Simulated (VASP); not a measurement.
# AlGa7N8 (P3m1) in VASP: further runs

Runs on AlGa7N8. Level: PBEsol. Tasks: relaxation of cell and atoms.

Program: VASP 6.6.1. These are calculated values, not measurements. Logs are shortened: lines on timing, memory, paths and dates and some standing lists are left out, and cuts for length are marked.

## Step 1: Starting point

Symmetry: P3m1, No. 156, trigonal system. The conventional cell has a = 6.339 Å, b = 6.339 Å, c = 5.149 Å, α = 90.00°, β = 90.00°, γ = 120.00°. Al (site symmetry 3m) has 4 N at 1.93 to 1.94 Å as nearest neighbours. Ga (site symmetry m) has 4 N at 1.93 to 1.94 Å as nearest neighbours. Ga (site symmetry m) has 4 N at 1.93 to 1.94 Å as nearest neighbours. Around Ga (site symmetry 3m) lie 4 N at 1.93 to 1.94 Å. Around N (site symmetry 3m) lie 1 Al at 1.93 Å and 3 Ga at 1.94 Å. Around N (site symmetry m) lie 4 Ga at 1.93 to 1.94 Å. N (site symmetry m) has 3 Ga at 1.93 to 1.94 Å and 1 Al at 1.94 Å as nearest neighbours. Around N (site symmetry 3m) lie 4 Ga at 1.93 to 1.94 Å.

The cell was built by a generator and needn't be a form met in nature.

## Step 2: Relaxation of cell and atoms, PBEsol

INCAR

```
  PREC = Accurate
  ENCUT = 600
  EDIFF = 1E-6
  ISMEAR = 0
  SIGMA = 0.03
  LREAL = F
  LASPH = T
  NELM = 80
  ALGO = Normal
  ISIF = 3
  LWAVE = F
  LCHARG = F
  GGA = PS
  IBRION = 2
  NSW = 90
  EDIFFG = -0.01
  KPAR = 4
```

KPOINTS

```
Automatic mesh
0
Gamma
  6 6 5
```

POSCAR

```
AlGa7N8
1.0
    0.0000000000      0.0000000000     -5.1492053200
    3.1696618100      5.4900153000      0.0000000000
    3.1696618100     -5.4900153000      0.0000000000
Al Ga N
1 7 8
Direct
    0.0000000000      0.1666666700      0.3333333300
    0.0000000000      0.1666666700      0.8333333300
    0.0000000000      0.6666666700      0.3333333300
    0.0000000000      0.6666666700      0.8333333300
    0.5000000000      0.3333333300      0.6666666700
    0.5000000000      0.3333333300      0.1666666700
    0.5000000000      0.8333333300      0.6666666700
    0.5000000000      0.8333333300      0.1666666700
    0.6250000000      0.1666666700      0.3333333300
    0.6250000000      0.1666666700      0.8333333300
    0.6250000000      0.6666666700      0.3333333300
    0.6250000000      0.6666666700      0.8333333300
    0.1250000000      0.3333333300      0.6666666700
    0.1250000000      0.3333333300      0.1666666700
    0.1250000000      0.8333333300      0.6666666700
    0.1250000000      0.8333333300      0.1666666700
```

Potentials or basis: VASP PAW PBE potentials, release 64 (Al, Ga_d, N).

Launch:

```sh
$ cat potpaw_PBE.64/Al/POTCAR potpaw_PBE.64/Ga_d/POTCAR potpaw_PBE.64/N/POTCAR > POTCAR
$ mpirun -np 4 vasp_std > vasp.out
```

OUTCAR:

```text
PREC = Accurate
   ENCUT = 600
   EDIFF = 1E-6
   ISMEAR = 0
   LREAL = F
   LASPH = T
   NELM = 80
   ISIF = 3
   GGA = PS
   IBRION = 2
   NSW = 90
   EDIFFG = -0.01

 ion  position               nearest neighbor table
   1  0.000  0.167  0.333-   9 1.93  14 1.94  13 1.94  16 1.94
   2  0.000  0.167  0.833-  10 1.93  13 1.94  14 1.94  15 1.94
   3  0.000  0.667  0.333-  11 1.93  16 1.94  15 1.94  14 1.94
   4  0.000  0.667  0.833-  12 1.93  15 1.94  13 1.94  16 1.94
   5  0.500  0.333  0.667-  13 1.93  10 1.94  12 1.94   9 1.94
   6  0.500  0.333  0.167-  14 1.93   9 1.94  11 1.94  10 1.94
[... 8 lines left out ...]
  15  0.125  0.833  0.667-   7 1.93   4 1.94   2 1.94   3 1.94
  16  0.125  0.833  0.167-   8 1.93   3 1.94   4 1.94   1 1.94

  LATTYP: Found a hexagonal cell.
 ALAT       =     6.3393236220
 C/A-ratio  =     0.8122641510

  Lattice vectors:

 A1 = (   3.1696618100,   5.4900153000,   0.0000000000)
 A2 = (   3.1696618100,  -5.4900153000,   0.0000000000)
 A3 = (   0.0000000000,   0.0000000000,  -5.1492053200)

Analysis of symmetry for initial positions (statically):
=====================================================================
 Subroutine PRICEL returns:
 Original cell was already a primitive cell.

 Routine SETGRP: Setting up the symmetry group for a
 hexagonal supercell.

 Subroutine GETGRP returns: Found  6 space group operations
 (whereof  2 operations were pure point group operations)
 out of a pool of 24 trial point group operations.

The static configuration has the point symmetry C_1h.
 The point group associated with its full space group is C_3v.

Analysis of symmetry for dynamics (positions and initial velocities):
=====================================================================
 Subroutine PRICEL returns:
 Original cell was already a primitive cell.

 Routine SETGRP: Setting up the symmetry group for a
 hexagonal supercell.

 Subroutine GETGRP returns: Found  6 space group operations
 (whereof  2 operations were pure point group operations)
 out of a pool of 24 trial point group operations.

The dynamic configuration has the point symmetry C_1h.
 The point group associated with its full space group is C_3v.

 Subroutine INISYM returns: Found  6 space group operations
 (whereof  2 operations are pure point group operations),
 and found     1 'primitive' translations

----------------------------------------------------------------------------------------

                                     Primitive cell

  volume of cell :     179.2077

[... 164 lines left out ...]
   LHFCALC =     F    Hartree Fock is set to
   AEXX    =    0.0000 exact exchange contribution
   IVDW    =     0    specifies the selected vdW correction
   LEPSILON=     F    determine dielectric tensor
   LRPA    =     F    only Hartree local field effects (RPA)
 conjugate gradient relaxation of ions
 non-spin polarized calculation
 Gauss-broadening in eV      SIGMA  =   0.03
  energy-cutoff  :      600.00
  volume of cell :      179.21
 maximum number of plane-waves:      6003
 NGX is ok and might be reduce to    42
   NGX = 21   NGY = 25   NGZ = 25

--------------------------------------- Ionic step        1  -------------------------------------------

 number of electron     134.0000029 magnetization

 Free energy of the ion-electron system (eV)
  ---------------------------------------------------
  ext. energy  EPLUGINS =         0.00000000
  ---------------------------------------------------
  free energy    TOTEN  =      -107.49614122 eV

  energy without entropy =     -107.49614122  energy(sigma->0) =     -107.49614122

------------------------ aborting loop because EDIFF is reached ----------------------------------------

  FORCE on cell =-STRESS in cart. coord.  units (eV):
  Direction    XX          YY          ZZ          XY          YZ          ZX
  --------------------------------------------------------------------------------------
  -------------------------------------------------------------------------------------
  Total        0.1487560      0.1487560      2.2505307      0.0000000      0.0000000      0.0000000
  in kB        1.3299291      1.3299291     20.1205030      0.0000000      0.0000000      0.0000000
  external PRESSURE =       7.5934537 kB  Pullay stress =       0.0000000 kB
[... 131 lines left out ...]
  FREE ENERGIE OF THE ION-ELECTRON SYSTEM (eV)
  ---------------------------------------------------
  free  energy   TOTEN  =      -107.5679674407 eV

  energy  without entropy=     -107.5679674407  energy(sigma->0) =     -107.56796744

[... ionic steps 4 to 8 ...]

--------------------------------------- Ionic step        9  -------------------------------------------

 number of electron     134.0000023 magnetization

------------------------ aborting loop because EDIFF is reached ----------------------------------------
[... 95 lines left out ...]
--------------------------------------- Ionic step       11  -------------------------------------------

 number of electron     134.0000023 magnetization

 Free energy of the ion-electron system (eV)
  ---------------------------------------------------
  ext. energy  EPLUGINS =         0.00000000
  ---------------------------------------------------
  free energy    TOTEN  =      -107.57628768 eV

  energy without entropy =     -107.57628768  energy(sigma->0) =     -107.57628768

 E-fermi :   5.5246     XC(G=0): -11.8423

 val. band max:        5.3344297747   @ k =   0.0000   0.0000   0.0000
 cond. band min:       7.4999129380   @ k =   0.0000   0.0000   0.0000
 fundamental gap:      2.1654831632
 Fermi energy:         5.5246402309

 k-point     1 :       0.0000    0.0000    0.0000
  band No.  band energies     occupation
      1     -10.5851      2.00000
      2      -9.6128      2.00000
      3      -9.6018      2.00000
      4      -9.6018      2.00000
      5      -9.5958      2.00000
      6      -9.2773      2.00000
[... 1957 lines left out ...]
     78      13.2439      0.00000
     79      13.3551      0.00000

 [... further k-points ...]

 [bands above 79 left out]

------------------------ aborting loop because EDIFF is reached ----------------------------------------

  FORCE on cell =-STRESS in cart. coord.  units (eV):
  Direction    XX          YY          ZZ          XY          YZ          ZX
  --------------------------------------------------------------------------------------
  -------------------------------------------------------------------------------------
  Total       -0.0659203     -0.0659203     -0.0555318      0.0000000      0.0000000      0.0000000
  in kB       -0.5873505     -0.5873505     -0.4947895      0.0000000      0.0000000      0.0000000
  external PRESSURE =      -0.5564969 kB  Pullay stress =       0.0000000 kB
[... 31 lines left out ...]
  FREE ENERGIE OF THE ION-ELECTRON SYSTEM (eV)
  ---------------------------------------------------
  free  energy   TOTEN  =      -107.5762876779 eV

  energy  without entropy=     -107.5762876779  energy(sigma->0) =     -107.57628768

 reached required accuracy - stopping structural energy minimisation
```

OSZICAR:

```text
N       E                     dE             d eps       ncg     rms          rms(c)
DAV:   1     0.203184331535E+04    0.20318E+04   -0.60850E+04 16664   0.329E+03
DAV:   2     0.419812926652E+03   -0.16120E+04   -0.15269E+04 14720   0.972E+02
DAV:   3    -0.642974213755E+02   -0.48411E+03   -0.46341E+03 17904   0.308E+02
[... 95 lines left out ...]
DAV:   1    -0.107576320869E+03   -0.48920E-04   -0.43636E-03 18768   0.482E-01    0.551E-02
DAV:   2    -0.107576302395E+03    0.18473E-04   -0.56876E-04 18456   0.245E-01    0.259E-02
DAV:   3    -0.107576289084E+03    0.13312E-04   -0.81974E-05 23472   0.790E-02    0.886E-03
DAV:   4    -0.107576287823E+03    0.12611E-05   -0.13095E-05 16816   0.528E-02    0.414E-03
DAV:   5    -0.107576287678E+03    0.14469E-06   -0.49598E-06 13344   0.374E-02
  11 F= -.10757629E+03 E0= -.10757629E+03  d E =-.156837E-04
```

CONTCAR:

```text
AlGa7N8
   1.00000000000000
     0.0000000000000000    0.0000000000000000   -5.1615172777824112
     3.1712617109631327    5.4927864097586596   -0.0000000000000000
     3.1712617109631327   -5.4927864097586596    0.0000000000000000
  Al              Ga              N
     1     7     8
Direct
     0.0015941741028493    0.1666666699999979    0.3333333300000021
     0.0011490597799923    0.1672453289925621    0.8336226594962842
     0.0011490597799923    0.6663773405037158    0.3327546710074378
     0.0011490597799923    0.6663773405037158    0.8336226594962842
     0.5005974010926689    0.3325418128379925    0.6650836356759787
     0.5005974010926689    0.3325418128379925    0.1674581871620075
[... 8 lines left out ...]
     0.1238616133220814    0.8333333300000021    0.6666666699999979
     0.1217313977987452    0.8400952906679320    0.1700476503339628

  0.00000000E+00  0.00000000E+00  0.00000000E+00
  0.00000000E+00  0.00000000E+00  0.00000000E+00
  0.00000000E+00  0.00000000E+00  0.00000000E+00
  0.00000000E+00  0.00000000E+00  0.00000000E+00
  0.00000000E+00  0.00000000E+00  0.00000000E+00
  0.00000000E+00  0.00000000E+00  0.00000000E+00
[... 8 lines left out ...]
  0.00000000E+00  0.00000000E+00  0.00000000E+00
  0.00000000E+00  0.00000000E+00  0.00000000E+00
```

Run time: 29 min. Hardware: 4 MPI ranks of Intel Xeon 6975P-C (Granite Rapids), shared host; peak memory 1.2 GiB.

Results:

```
Free energy                            : -107.5763 eV
Relaxed volume                         : 11.24 Å³/atom
Relaxed cell                           : a = 5.162 Å, b = 6.343 Å, c = 6.343 Å, α = 120.00°, β = 90.00°, γ = 90.00°
Space group after relaxing (to 0.05 Å) : P3m1 (No. 156)
Energy gained by relaxing              : 5.0 meV/atom
Ionic steps                            : 11
Pressure after relaxing                : -0.1 GPa
Largest force after relaxing           : 0.005 eV/Å
Band gap on the k mesh                 : 2.17 eV, direct
```

Forces on the atoms (eV/Å):
```
Al   0.000  0.000  0.000
Ga  -0.001 -0.001 -0.001
Ga   0.001 -0.001 -0.001
Ga   0.000  0.002 -0.001
Ga  -0.004  0.002 -0.003
Ga   0.000 -0.004 -0.003
Ga   0.000  0.000  0.003
Ga   0.004  0.002 -0.003
N    0.000  0.000 -0.002
N   -0.004 -0.002  0.001
N    0.004 -0.002  0.001
N    0.000  0.004  0.001
N    0.003 -0.002  0.002
N    0.000  0.003  0.002
N    0.000  0.000  0.004
N   -0.003 -0.002  0.002
```

Step by step:
```
step  energy change (eV)  largest force (eV/Å)  pressure (GPa)  volume (Å³)
   1              0.0000                0.8975            0.76       179.21
   2             -0.0692                0.2396           -0.79       180.59
   3             -0.0718                0.2441           -0.58       180.36
   4             -0.0789                0.0716            0.32       179.50
   5             -0.0794                0.0656            0.12       179.68
   6             -0.0800                0.0331           -0.04       179.84
   7             -0.0801                0.0305           -0.02       179.82
   8             -0.0801                0.0312           -0.04       179.82
   9             -0.0801                0.0129            0.03       179.78
  10             -0.0801                0.0113            0.03       179.77
  11             -0.0801                0.0051           -0.06       179.82
```

Final structure:
```
CELL_PARAMETERS angstrom
0.00000 0.00000 -5.16152
3.17126 5.49279 0.00000
3.17126 -5.49279 0.00000
ATOMIC_POSITIONS crystal
Al 0.00159 0.16667 0.33333
Ga 0.00115 0.16725 0.83362
Ga 0.00115 0.66638 0.33275
Ga 0.00115 0.66638 0.83362
Ga 0.50060 0.33254 0.66508
Ga 0.50060 0.33254 0.16746
Ga 0.50100 0.83333 0.66667
Ga 0.50060 0.83492 0.16746
N 0.63351 0.16667 0.33333
N 0.62320 0.16723 0.83362
N 0.62320 0.66638 0.33277
N 0.62320 0.66638 0.83362
N 0.12173 0.32995 0.65990
N 0.12173 0.32995 0.17005
N 0.12386 0.83333 0.66667
N 0.12173 0.84010 0.17005
```

Caveat: the PAW data sets were made with another functional, which shifts forces and pressure a little.

[end of part 1 of 2]
